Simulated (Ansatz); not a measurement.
# How much do the gradients of Ag depend on the method?

Cell: a structure deposited in the COD, whose atoms a relaxation with PBE at fixed cell left in place.

```yaml
crystal:
  lattice:
    - [2.93000, 0.00000, 0.00000]
    - [-1.46500, 2.53745, 0.00000]
    - [0.00000, 0.00000, 4.79000]
  atoms:
    - { symbol: Ag, position: [0.33333, 0.66667, 0.25000] }
    - { symbol: Ag, position: [0.66667, 0.33333, 0.75000] }
```

Atoms are numbered from 1 in the order listed; like atoms form one site, named after its first atom.

First run. Level of theory: DFT, PBE, plane waves and PAW, scalar-relativistic, 420 eV cutoff, Γ-centred 18×18×10 k-points, Fermi–Dirac smearing 0.05 eV (Ansatz 0.2.0).

```json
{"site": "Ag", "atom": "1", "V_zz (10²¹ V/m²)": "0.094", "η": "0.00"}
```

Second run. The same atoms and settings, except that the functional is r2SCAN and the cutoff is 500 eV.

(1) What does the second run give?

Results:

(1) 

```csv
site,atom,V_zz,η,change of V_zz
Ag,1,0.11,0.00,+0.01
```

No V_zz moves by more than 0.02.

The run finds no gap above 0.1 eV (a metal, or nearly one), so the gradients can move by 10 % or more with the k-mesh. Without spin–orbit coupling (the program notes it for Ag) the gradients can shift somewhat, as the gap is small.
